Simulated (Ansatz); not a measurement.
# The perfect armchair BP nanoribbon (N = 3, H edges), part 3 of 3

What gap, if any, does the armchair BP nanoribbon (N = 3, H edges) have, and how does it change with the functional and under strain?

Ansatz 0.2.0; DFT PBE, plane waves, PAW; relaxation of a wire's period (the session's first sound run).

So far, band gap (eV): step 3 (the wire at its relaxed period, PBE) 1.46; step 4 (levels at the same atoms, level LDA, cutoff 420 eV, LDA PBE) 1.40; step 5 (another level of theory, level PBEsol, cutoff 420 eV, PBEsol PBE) 1.43; step 6 (levels at the same atoms, level r2SCAN, cutoff 500 eV, r2SCAN PBE) 1.68; step 7 (another level of theory, level HSE06, cutoff 420 eV, HSE06 PBE) 2.04.

**9. At a strained period, period over the relaxed period 1.03, k-mesh 1×1×11**

This step: DFT PBE, plane waves, PAW; relaxation at a fixed period (Ansatz 0.2.0).

The period is set to 1.03 times the relaxed one and the atoms relax within it: strain changes bond lengths and angles, which shifts the bands against each other. Against the first PBE run of this kind, the mesh along the wire has 11 points against 15.

The cell differs from the one that the last finished run ended in (c 5.630 → 5.799 Å).

The input, input.yaml:

```yaml
crystal:
  lattice:
    - [12.612, 0.0, 0.0]
    - [0.0, 7.0, 0.0]
    - [0.0, 0.0, 5.7990735987]
  atoms:
    - { symbol: B, position: [0.372950339, 0.5, 0.002074094] }
    - { symbol: B, position: [0.627049661, 0.5, 0.002074094] }
    - { symbol: P, position: [0.378201774, 0.5, 0.325529577] }
    - { symbol: P, position: [0.621798226, 0.5, 0.325529577] }
    - { symbol: H, position: [0.281443388, 0.5, 0.450928775] }
    - { symbol: H, position: [0.718556612, 0.5, 0.450928775] }
    - { symbol: B, position: [0.5, 0.5, 0.505634697] }
    - { symbol: P, position: [0.5, 0.5, 0.83938685] }
    - { symbol: H, position: [0.289123107, 0.5, 0.902899432] }
    - { symbol: H, position: [0.710876893, 0.5, 0.902899432] }
kpoints:
  mp_grid: { grid: [1, 1, 11] }
  band_path: { path: ["Γ", Z], npoints: 50 }
scf:
  occupations: { method: fermi_dirac, width: 0.05 }
hamiltonian:
  xc: pbe
relax:
  max_steps: 40
  f_tol: 0.02
output:
  stress: true
```

Command:

```bash
> ansatz run input.yaml --threads 4 --pin off --max-ram 16384MiB --backend cpu --events-out ev --progress --plain --runs-dir out
```

Numbers of over 12 decimals in the logs are rounded to 6 here.

What it wrote:

```text
Warning: output.stress: scf.convergence.dr2_threshold = 1e-7 eV (the SCF's general default) is looser than the 1e-9 eV advised for a printed stress (1e-10 eV for each atom of the cell: 10). What an SCF threshold leaves in a stress goes as its square root, and in the free energy as the threshold itself, and one threshold admits the most on a small cell: [figures from the program's tests cut] Every solve of this run an [...]
[...]
Crystal: 10 atoms, lattice volume = 511.965 Å³
Basis set: ecut = 420 eV, 9963 PW (Γ), exchange–correlation on 180×96×80 points (8 copies of the dense FFT grid, shifted against one another)
Bands: 24, of which v1, the nominal top of the filled ones, is band 14 counted from 1 (13 counted from 0)
Symmetry: 4 space group operations
[...]
k-points: 6 of 11 (time reversal used)
[...]
SCF iter   1: F=—  HF=-2797.624476 eV  |F-HF|=—  |Δ(HF+E_count)|=         —  Δρ=1.38e-3  dr2=1.79e-2  ethr=1.77e-3  ⟨swp⟩=9.3  Hψ=1046  notcnv=0  defer=4
[...]
SCF iter   6: F=-2797.640760 eV  HF=-2797.640759 eV  |F-HF|=9.26e-7  |Δ(HF+E_count)|=   2.55e-6  Δρ=9.66e-6  dr2=6.43e-7  ethr=2.20e-8  ⟨swp⟩=3.0  Hψ=529  notcnv=0
SCF 1 converged in 6 iterations: F = -2797.640760 eV  dr2 = 6.43e-7
[...]
relax step   1: F+E_penalty+E_count = -2797.64076025 eV  Δ(F+E_penalty+E_count) = +0.000e0 eV  max|allowed force component| = 4.900e-1 eV/Å  Δτ_max = 0.0000 Å  (6 SCF iters, dr2 threshold 1.00e-5 eV, accepted)
[...]
SCF iter   5: F=-2797.684931 eV  HF=-2797.684932 eV  |F-HF|=1.13e-6  |Δ(HF+E_count)|=   4.52e-7  Δρ=2.68e-5  dr2=4.67e-6  ethr=5.36e-8  ⟨swp⟩=5.8  Hψ=487  notcnv=0
SCF 2 converged in 5 iterations: F = -2797.684931 eV  dr2 = 4.67e-6
relax step   2: F+E_penalty+E_count = -2797.68493091 eV  Δ(F+E_penalty+E_count) = -4.417e-2 eV  max|allowed force component| = 2.521e-1 eV/Å  Δτ_max = 0.0458 Å  (5 SCF iters, dr2 threshold 1.50e-5 eV, accepted)
SCF iter   1: F=—  HF=-2797.701797 eV  |F-HF|=—  |Δ(HF+E_count)|=         —  Δρ=2.23e-3  dr2=2.05e-2  ethr=7.63e-4  ⟨swp⟩=4.3  Hψ=416  notcnv=0  defer=24
[...]
SCF iter   5: F=-2797.697015 eV  HF=-2797.697016 eV  |F-HF|=1.35e-6  |Δ(HF+E_count)|=   9.92e-7  Δρ=2.13e-5  dr2=3.35e-6  ethr=1.42e-8  ⟨swp⟩=4.0  Hψ=595  notcnv=0
SCF 3 converged in 5 iterations: F = -2797.697015 eV  dr2 = 3.35e-6
[...]
relax step   3: F+E_penalty+E_count = -2797.69701512 eV  Δ(F+E_penalty+E_count) = -1.208e-2 eV  max|allowed force component| = 1.549e-2 eV/Å  Δτ_max = 0.0360 Å  (5 SCF iters, dr2 threshold 3.97e-6 eV, accepted)
[...]
SCF iter   4: F=-2797.697016 eV  HF=-2797.697016 eV  |F-HF|=1.80e-8  |Δ(HF+E_count)|=   6.69e-8  Δρ=1.33e-6  dr2=2.39e-8  ethr=3.57e-10  ⟨swp⟩=5.0  Hψ=449  notcnv=0
SCF 4 converged in 4 iterations: F = -2797.697016 eV  dr2 = 2.39e-8
[...]
relax step   4: F+E_penalty+E_count = -2797.69701637 eV  Δ(F+E_penalty+E_count) = -1.248e-6 eV  max|allowed force component| = 1.537e-2 eV/Å  Δτ_max = 0.0000 Å  (4 SCF iters, accepted)
[...]
the band table was solved once a step of the walk had ended and its energy, with any forces and stress, was formed, with the checks that follow a solve (1224 applications of the Hamiltonian). They found nothing against the state; the energy, forces and stress were not computed again (output.eigenvalues in the input reference)
[...]
SCF converged after 4 iterations
Free energy (F): -2797.697016 eV
[...]
Internal energy: -2797.697016 eV  (E = F + TS)
E sigma→0 (E₀):  -2797.697016 eV
Entropy (-TS):   -0.000000 eV (-0.000 meV/atom)
Fermi energy:    -2.384500 eV
[...]
--- Forces (eV/Å), atoms counted from 1 ---
  atom   1  B      0.00439171     0.00000000    -0.01537190
  atom   2  B     -0.00439171     0.00000000    -0.01537190
  atom   3  P      0.00593824     0.00000000     0.01431827
  atom   4  P     -0.00593824     0.00000000     0.01431827
  atom   5  H     -0.00183147     0.00000000    -0.00201217
  atom   6  H      0.00183147     0.00000000    -0.00201217
  atom   7  B      0.00000000     0.00000000     0.00289998
  atom   8  P      0.00000000     0.00000000    -0.00334043
  atom   9  H     -0.00497397     0.00000000     0.00327684
  atom  10  H      0.00497397     0.00000000     0.00327684
  max |Σ_I F_I| component: 1.84e-5 eV/Å
--- Stress (GPa, compression-positive) ---
        0.003463       0.000000       0.000000
        0.000000       0.212608       0.000000
        0.000000       0.000000      -1.224584
  P = ⅓ Tr σ = -0.3362 GPa (-3.362 kbar)
--- Band table (eV; the first three rows and the last of 6) ---
  k-point 0: bands = [... 10 lower, -5.5266, -5.4409, -3.9387, -3.1478, -1.6222, -0.1086, 0.6558, 1.0499, ... 6 higher]
  k-point 1: bands = [... 10 lower, -5.5684, -5.4740, -3.9298, -3.3248, -1.4210, -0.1574, 0.6261, 1.0712, ... 6 higher]
  k-point 2: bands = [... 10 lower, -5.7088, -5.5659, -3.9054, -3.6987, -0.9762, -0.2826, 0.5213, 1.1409, ... 6 higher]
  k-point 5: bands = [... 10 lower, -6.0135, -5.3007, -4.8115, -3.8209, -0.6471, 0.4155, 0.5292, 0.7270, ... 6 higher]
--- Relaxed structure (4 steps of the walk, 4 accepted, 0 SCFs on fresh bases) ---
  F+E_penalty+E_count = -2797.69701637 eV   max|allowed force component| = 1.537e-2 eV/Å
  atoms:
    - { symbol: B, position: [0.375185, 0.5, 0.00579688] }
    - { symbol: B, position: [0.624815, 0.5, 0.00579688] }
    - { symbol: P, position: [0.380324, 0.5, 0.322449] }
    - { symbol: P, position: [0.619676, 0.5, 0.322449] }
    - { symbol: H, position: [0.281631, 0.5, 0.436822] }
    - { symbol: H, position: [0.718369, 0.5, 0.436822] }
    - { symbol: B, position: [0.5, 0.5, 0.507576] }
    - { symbol: P, position: [0.5, 0.5, 0.837216] }
    - { symbol: H, position: [0.289664, 0.5, 0.916479] }
    - { symbol: H, position: [0.710336, 0.5, 0.916479] }
```

Run time: 14 s. Hardware: 4 threads of Arm Neoverse V1, shared host; peak memory 0.83 GiB; 55 s of CPU time.

The steps of the relaxation:

```
step  energy less that of the first step (eV)  largest force component (eV/Å)
   1                                   0.0000                          0.4900
   2                                  -0.0442                          0.2521
   3                                  -0.0563                          0.0155
   4                                  -0.0563                          0.0154
```

Forces are held to the 4 operations that the run works with; a distortion that breaks them can't arise in this run.

The atoms that moved most (Å):

```
atom      dx     dy      dz  length
  H6  -0.002  0.000  -0.082   0.082
  H5   0.002  0.000  -0.082   0.082
  H9   0.007  0.000   0.079   0.079
 H10  -0.007  0.000   0.079   0.079
  B1   0.028  0.000   0.022   0.036
  B2  -0.028  0.000   0.022   0.036
  P3   0.027  0.000  -0.018   0.032
  P4  -0.027  0.000  -0.018   0.032
```

Final coordinates:

```xyz
10
Lattice="12.6120 0.0000 0.0000 0.0000 7.0000 0.0000 0.0000 0.0000 5.7991" Properties=species:S:1:pos:R:3
B     4.7318    3.5000    0.0336
B     7.8802    3.5000    0.0336
P     4.7966    3.5000    1.8699
P     7.8154    3.5000    1.8699
H     3.5519    3.5000    2.5332
H     9.0601    3.5000    2.5332
B     6.3060    3.5000    2.9435
P     6.3060    3.5000    4.8551
H     3.6532    3.5000    5.3147
H     8.9588    3.5000    5.3147
```

This step gave:

```yaml
band_gap: 1.526 eV
```

The electronic bands at the labelled points (eV, zero at the Fermi level):

```
  point  band 11  band 12  band 13  band 14  band 15  band 16  band 17  band 18
      Γ    -3.14    -3.06    -1.55    -0.76     0.76     2.28     3.04     3.43
halfway    -3.37    -3.28    -1.62    -1.50     1.80     1.99     2.82     3.62
      Z    -3.68    -2.86    -2.49    -1.43     1.73     2.81     3.01     3.08
```

The gap is 1.53 eV, against 1.46 eV under PBE at the relaxed period.

**10. At a strained period, period over the relaxed period 0.94, k-mesh 1×1×12**

The period is set to 0.94 times the relaxed one and the atoms relax within it: strain changes bond lengths and angles, which shifts the bands against each other. Against the first PBE run of this kind, the mesh along the wire has 12 points against 15.

The cell differs from the one that the last finished run ended in (c 5.799 → 5.292 Å).

input.yaml, as its differences from that of step 9:

```diff
@@ -4,3 +4,3 @@
     - [0.0, 7.0, 0.0]
-    - [0.0, 0.0, 5.7990735987]
+    - [0.0, 0.0, 5.2923584299]
   atoms:
@@ -17,3 +17,3 @@
 kpoints:
-  mp_grid: { grid: [1, 1, 11] }
+  mp_grid: { grid: [1, 1, 12] }
   band_path: { path: ["Γ", Z], npoints: 50 }
```

What it wrote:

```text
[...]
Crystal: 10 atoms, lattice volume = 467.231 Å³
Basis set: ecut = 420 eV, 9117 PW (Γ), exchange–correlation on 180×96×72 points (8 copies of the dense FFT grid, shifted against one another)
Bands: 24, of which v1, the nominal top of the filled ones, is band 14 counted from 1 (13 counted from 0)
Symmetry: 4 space group operations
[...]
- { symbol: B, position: [0.631415, 0.5, -0.00605835] }
    - { symbol: P, position: [0.373929, 0.5, 0.332033] }
    - { symbol: P, position: [0.626071, 0.5, 0.332033] }
    - { symbol: H, position: [0.281076, 0.5, 0.479659] }
    - { symbol: H, position: [0.718924, 0.5, 0.479659] }
    - { symbol: B, position: [0.5, 0.5, 0.499909] }
    - { symbol: P, position: [0.5, 0.5, 0.844968] }
    - { symbol: H, position: [0.288037, 0.5, 0.875870] }
    - { symbol: H, position: [0.711963, 0.5, 0.875870] }
[key lines of the parts left out:]
SCF converged after 2 iterations
Free energy (F): -2797.488844 eV
Fermi energy:    -1.890742 eV
P = ⅓ Tr σ = 1.0842 GPa (10.842 kbar)
```

The job ended after 15 s (4 threads; peak memory 0.78 GiB; 57 s of CPU time).

Relaxation path:

```
step  energy less that of the first step (eV)  largest force component (eV/Å)
   1                                   0.0000                          1.8315
   2                                  -0.2192                          0.9154
   3                                  -0.3002                          0.1275
   4                                  -0.3011                          0.0196
   5                                  -0.3011                          0.0195
```

The run keeps the 4 symmetry operations that it works with, so distortions that break them were not tested.

The atoms that moved most (Å):

```
atom      dx     dy      dz  length
  H6   0.005  0.000   0.152   0.152
  H5  -0.005  0.000   0.152   0.152
 H10   0.014  0.000  -0.143   0.144
  H9  -0.014  0.000  -0.143   0.144
  B2   0.055  0.000  -0.043   0.070
  B1  -0.055  0.000  -0.043   0.070
  P3  -0.054  0.000   0.034   0.064
  P4   0.054  0.000   0.034   0.064
```

Final coordinates:

```cif
data_structure
_symmetry_space_group_name_H-M 'P 1'
_symmetry_Int_Tables_number 1
_cell_length_a 12.6120
_cell_length_b 7.0000
_cell_length_c 5.2924
_cell_angle_alpha 90.000
_cell_angle_beta 90.000
_cell_angle_gamma 90.000
_cell_volume 467.23
loop_
_atom_site_label
_atom_site_type_symbol
_atom_site_fract_x
_atom_site_fract_y
_atom_site_fract_z
_atom_site_occupancy
B1 B 0.36858 0.50000 0.99394 1
B2 B 0.63142 0.50000 0.99394 1
P3 P 0.37393 0.50000 0.33203 1
P4 P 0.62607 0.50000 0.33203 1
H5 H 0.28108 0.50000 0.47966 1
H6 H 0.71892 0.50000 0.47966 1
B7 B 0.50000 0.50000 0.49991 1
P8 P 0.50000 0.50000 0.84497 1
H9 H 0.28804 0.50000 0.87587 1
H10 H 0.71196 0.50000 0.87587 1
```

Numbers from this step:

```
band gap : 1.293 eV
```

Electronic bands along the path, in eV, zero at the Fermi level:

```
  point  band 11  band 12  band 13  band 14  band 15  band 16  band 17  band 18
      Γ    -3.38    -3.26    -2.06    -0.65     0.65     2.18     2.53     3.08
halfway    -3.77    -3.25    -1.95    -1.73     1.68     1.74     2.63     3.31
      Z    -3.80    -3.13    -2.84    -1.82     1.24     2.80     2.87     3.44
```

The gap is 1.29 eV, against 1.46 eV under PBE at the relaxed period.

**11. A varied input**

This step: DFT LDA, plane waves, PAW; bands of a perfect wire at the PBE geometry; changed: scf.occupations.width = null, scf.occupations.method = "tetrahedron", scf.mixing.preconditioner = "kerker_dos", scf.eigensolver.kind = "davidson" (Ansatz 0.2.0).

The atoms of the band run (LDA) are kept and the input is varied, to see whether the result depends on it.

input.yaml, as its differences from that of step 10:

```diff
@@ -4,3 +4,3 @@
     - [0.0, 7.0, 0.0]
-    - [0.0, 0.0, 5.2923584299]
+    - [0.0, 0.0, 5.6301685425]
   atoms:
@@ -17,12 +17,9 @@
 kpoints:
-  mp_grid: { grid: [1, 1, 12] }
+  mp_grid: { grid: [1, 1, 11] }
   band_path: { path: ["Γ", Z], npoints: 50 }
 scf:
-  occupations: { method: fermi_dirac, width: 0.05 }
+  occupations: { method: tetrahedron }
+  mixing: { preconditioner: kerker_dos }
+  eigensolver: { kind: davidson }
 hamiltonian:
-  xc: pbe
-relax:
-  max_steps: 40
-  f_tol: 0.02
-output:
-  stress: true
+  xc: lda
```

What it wrote:

```text
[...]
davidson cushion auto → on  (no smearing: the cushion is to keep the highest requested band from converging to the state above it; pin scf.eigensolver.cushion to override)
Crystal: 10 atoms, lattice volume = 497.054 Å³
Basis set: ecut = 420 eV, 9691 PW (Γ)
Bands: 24, of which v1, the nominal top of the filled ones, is band 14 counted from 1 (13 counted from 0)
Symmetry: 4 space group operations
[...]
k-points: 6 of 11 (time reversal used)
[...]
SCF iter   1: F=—  HF=-2687.847662 eV  |F-HF|=—  |Δ(HF+E_count)|=         —  Δρ=4.01e-3  dr2=8.72e-2  ethr=1.77e-3  ⟨swp⟩=11.3  Hψ=900  notcnv=0
[...]
SCF iter  15: F=-2687.846704 eV  HF=-2687.846704 eV  |F-HF|=1.81e-7  |Δ(HF+E_count)|=   1.12e-6  Δρ=3.30e-7  dr2=1.39e-9  ethr=2.26e-11  ⟨swp⟩=6.7  Hψ=609  notcnv=0  defer=39
SCF 1 converged in 15 iterations: F = -2687.846704 eV  dr2 = 1.39e-9
[...]
SCF converged after 15 iterations
[...]
an eigenvalue changed by more than its tolerance at an iteration that met the thresholds in force, so the SCF went on 2 times: the last check found none over its tolerance
Free energy (F): -2687.846704 eV
[...]
Internal energy: -2687.846704 eV  (E = F + TS)
E sigma→0 (E₀):  -2687.846704 eV
Fermi energy:    -3.106558 eV
[...]
--- Band table (eV; the first three rows and the last of 6) ---
  k-point 0: bands = [... 10 lower, -5.5344, -5.4870, -4.1102, -3.1066, -1.7044, -0.2034, 0.5668, 1.0041, ... 6 higher]
  k-point 1: bands = [... 10 lower, -5.5533, -5.5288, -4.0986, -3.3085, -1.4848, -0.2652, 0.5561, 1.0328, ... 6 higher]
  k-point 2: bands = [... 10 lower, -5.6432, -5.6409, -4.0669, -3.7199, -1.0223, -0.4225, 0.4992, 1.1169, ... 6 higher]
  k-point 5: bands = [... 10 lower, -6.1262, -5.4089, -4.9284, -3.9543, -0.8741, 0.4407, 0.4661, 0.7593, ... 6 higher]
```

It took 11 s on 4 threads; peak memory 0.74 GiB.

Numbers from this step:

| Property | Result |
| --- | --- |
| band gap | 1.402 eV |

It took 11 s against 10 s for the run it varies.

The band gap stays within 0.2 % plus 0.001 of the run it varies.

**12. A repeat with changed settings**

This step: DFT LDA, plane waves, PAW; bands of a perfect wire at the PBE geometry; changed: scf.mixing_beta = 60, scf.max_iter = 100 (Ansatz 0.2.0).

The input of the band run (LDA) is made doubtful on purpose.

input.yaml, as its differences from that of step 11:

```diff
@@ -20,5 +20,5 @@
 scf:
-  occupations: { method: tetrahedron }
-  mixing: { preconditioner: kerker_dos }
-  eigensolver: { kind: davidson }
+  occupations: { method: fermi_dirac, width: 0.05 }
+  mixing_beta: 60
+  max_iter: 100
 hamiltonian:
```

What it wrote:

```text
Error: YAML parse error: error: line 22 column 3: unknown field `mixing_beta`, expected one of max_iter, algorithm, n_extra_bands, self_checks, convergence, lower_state_search, omitted_lower_state_checks, lower_solution_reach, mixing, occupations, eigensolver, initial_density, exx
  --> <input>:22:3
   |
20 | scf:
21 |   occupations: { method: fermi_dirac, width: 0.05 }
22 |   mixing_beta: 60
   |   ^ unknown field `mixing_beta`, expected one of max_iter, algorithm, n_extra_bands, self_checks, convergence, lower_state_search, omitted_lower_state_checks, lower_solution_reach, mixing, occupations, eigensolver, initial_density, exx
23 |   max_iter: 100
24 | hamiltonian:
   |
```

It took 0.02 s on 4 threads; peak memory 0.022 GiB.

The program refused the input before any cycle.

The program's message: “Error: YAML parse error: error: line 22 column 3: unknown field `mixing_beta`, expected one of max_iter, algorithm, n_extra_bands, self_checks, convergence, lower_state_search, omitted_lower_state_che …”

The change that led to it: scf.mixing_beta = 60.

**13. Summary of results**

```
cell length, PBE           : 5.630 Å
conductance, PBE           : 1.1e-12 G₀
gap, PBE                   : 1.46 eV
gap, LDA                   : 1.40 eV
gap, PBEsol                : 1.43 eV
gap, r2SCAN                : 1.68 eV
gap, HSE06                 : 2.04 eV
gap, period scaled by 1.03 : 1.53 eV
gap, period scaled by 0.94 : 1.29 eV
```

What this shows: Under PBE the cell's length is 5.63 Å, and a gap of 1.46 eV makes it a semiconductor. At the relaxed period the wire is gapped under every functional, from 1.40 eV (LDA) to 2.04 eV (HSE06). Weak screening in one dimension makes quasiparticle gaps larger than the semilocal gaps, as a rule. Strain matters: under PBE the gap goes from 1.46 eV to 1.29 eV at 0.94 times the period and 1.53 eV at 1.03 times the period. Transport is coherent and elastic here: the atoms are frozen, so scattering by vibrations plays no part. A hybrid's gap is read on a coarse mesh, without a band path.

[Logs are printed without paths, hosts, clocks, repeated set-up lines and the standing remarks that a program may print on its own settings, such as how far it seeks lower states.]

[Hosts, paths, dates, database ids (printed as entryN), source tags and the programs' standing remarks are cut or masked in the printed files.]
